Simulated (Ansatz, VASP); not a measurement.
## InSe: VASP beside Ansatz

The input INCAR:

```
SYSTEM = InSe
ALGO     = Normal         ! electronic algorithm
EDIFF    = 1E-7           ! SCF threshold, eV
ENCUT    = 520            ! plane-wave cutoff, eV
GGA      = PE             ! functional
ISIF     = 2              ! what is computed and relaxed
ISMEAR   = -1             ! smearing method
LASPH    = .True.         ! aspherical terms in the spheres
LCHARG   = .False.        ! write CHGCAR
LREAL    = .False.        ! projectors in reciprocal space
LWAVE    = .False.        ! write WAVECAR
NBANDS   = 27             ! bands
NELM     = 80             ! most SCF steps
PREC     = Accurate       ! precision mode
SIGMA    = 0.05           ! smearing width, eV
```

File KPOINTS:

```
k-points
0
Gamma
  7 7 6
  0 0 0
```

Contents of POSCAR:

```
InSe
1.0
    5.7872883920     -2.0408589492      0.0000000000
    5.7872883920      2.0408589492      0.0000000000
   -1.7116673433      0.0000000000      4.7393244240
In Se
2 2
Direct
    0.8882032500      0.8882032500      0.0468413600
    0.1117967500      0.1117967500      0.9531586400
    0.6609275900      0.6609275900      0.6689556200
    0.3390724100      0.3390724100      0.3310443800
```

File input.yaml:

```yaml
crystal:
  lattice:
    - [5.787288392, -2.0408589492, 0.0]
    - [5.787288392, 2.0408589492, 0.0]
    - [-1.7116673433, 0.0, 4.739324424]
  atoms:
    - { symbol: In, position: [0.88820325, 0.88820325, 0.04684136] }
    - { symbol: In, position: [0.11179675, 0.11179675, 0.95315864] }
    - { symbol: Se, position: [0.66092759, 0.66092759, 0.66895562] }
    - { symbol: Se, position: [0.33907241, 0.33907241, 0.33104438] }
hamiltonian:
  xc: pbe
  pseudopotentials: { kind: paw }
kpoints:
  mp_grid: { grid: [7, 7, 6] }
scf:
  occupations: { method: fermi_dirac, width: 0.05 }
output:
  forces: true
  stress: true
  eigenvalues: true
```

Change from the starting cell: volume scaled by 0.98.

Alike in both runs: task single point; functional PBE; k mesh 7 × 7 × 6; occupations fermi-dirac, width 0.05 eV; no spin polarisation.

|  | VASP | Ansatz |
| --- | --- | --- |
| version | VASP 6.6.1 | Ansatz 0.2.0 |
| potentials or method | VASP PAW PBE potentials, release 64 (In_d, Se) | Ansatz PAW |
| plane-wave cutoff (eV) | 520 | 420 |
| valence electrons in the cell | 38 | 58 |

VASP gave:

```
gap on the k mesh at the Fermi level (eV)       : 1.17
least direct gap on the mesh (eV)               : 1.29
pressure (GPa)                                  : 2.7
largest component of the traceless stress (GPa) : 0.19
rms of the force components (eV/Å)              : 0.183
```

Problem. Estimate Ansatz's values.

Solution. gap on the k mesh at the Fermi level (eV): 1.18; least direct gap on the mesh (eV): 1.29; pressure (GPa): 2.6; largest component of the traceless stress (GPa): 0.18; rms of the force components (eV/Å): 0.176.

Atom by atom the forces differ by 0.008 eV/Å (rms over components). The two sets of potentials don't hold the same shells in valence.

Caveats: spin-orbit coupling is left out, which moves the levels of the heavy elements; an odd mesh through Γ misses points on the zone boundary, where band edges often lie (VASP); odd divisions of the mesh miss points on the zone boundary, where band edges often lie, so the gap on the mesh can be too wide (Ansatz).
